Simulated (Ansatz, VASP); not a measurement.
# One calculation of TaN, two programs

The input INCAR:

```
SYSTEM = TaN
PREC = Accurate
ENCUT = 520
EDIFF = 1E-6
ISMEAR = -1
SIGMA = 0.05
LREAL = .FALSE.
LASPH = .TRUE.
NELM = 100
ALGO = Normal
ISIF = 2
LWAVE = .FALSE.
LCHARG = .FALSE.
GGA = PE
NBANDS = 24
```

KPOINTS

```
Automatic mesh
0
G
  8 8 6
  0 0 0
```

The input POSCAR:

```
TaN
1.0
    3.4657883150      0.0000000000      0.0000000000
    0.0000000000      3.4657883150      0.0000000000
    0.0000000000      0.0000000000      5.0745759951
Ta N
2 2
Direct
    0.0000000000      0.0000000000      0.0000000000
    0.5000000000      0.5000000000      0.0000000000
    0.5000000000      0.0000000000      0.2670000000
    0.0000000000      0.5000000000      0.7330000000
```

Contents of input.yaml:

```yaml
crystal:
  lattice:
    - [3.465788315, 0.0, 0.0]
    - [0.0, 3.465788315, 0.0]
    - [0.0, 0.0, 5.0745759951]
  atoms:
    - { symbol: Ta, position: [0.0, 0.0, 0.0] }
    - { symbol: Ta, position: [0.5, 0.5, 0.0] }
    - { symbol: "N", position: [0.5, 0.0, 0.267] }
    - { symbol: "N", position: [0.0, 0.5, 0.733] }
hamiltonian:
  xc: pbe
  pseudopotentials: { kind: paw }
kpoints:
  mp_grid: { grid: [8, 8, 6] }
scf:
  occupations: { method: fermi_dirac, width: 0.05 }
output:
  forces: true
  stress: true
  eigenvalues: true
```

The cell was built by a generator and needn't be a form met in nature.

Alike in both runs: task single point; functional PBE; k mesh 8 × 8 × 6; occupations fermi-dirac, width 0.05 eV; no spin polarisation.

|  | VASP | Ansatz |
| --- | --- | --- |
| version | VASP 6.6.1 | Ansatz 0.2.0 |
| potentials or method | VASP PAW PBE potentials, release 64 (Ta_pv, N) | Ansatz PAW |
| plane-wave cutoff (eV) | 520 | 420 |
| valence electrons in the cell | 32 | 36 |

|  | VASP | Ansatz | Ansatz less VASP |
| --- | --- | --- | --- |
| gap on the k mesh at the Fermi level (eV) | none | none | - |
| pressure (GPa) | 23.2 | 22.3 | -0.87 |
| largest component of the traceless stress (GPa) | 47.81 | 47.41 | -0.395 |
| rms of the force components (eV/Å) | 1.455 | 1.486 | +0.0305 |

Atom by atom the forces differ by 0.030 eV/Å (rms over components). A gap of «none» marks a metal or a gap that the smearing closes. The two sets of potentials don't hold the same shells in valence.

Caveats: forces of over 1 eV/Å show positions far from the minimum, so gaps and moduli don't describe the material at rest; so large a pressure means that the cell lies far from this level's equilibrium, or that cutoff or potentials fall short (VASP); the pressure holds a Pulay correction of +0.3 GPa for the finite cutoff (Ansatz). Spin-orbit coupling is left out, which matters for the levels of Ta.
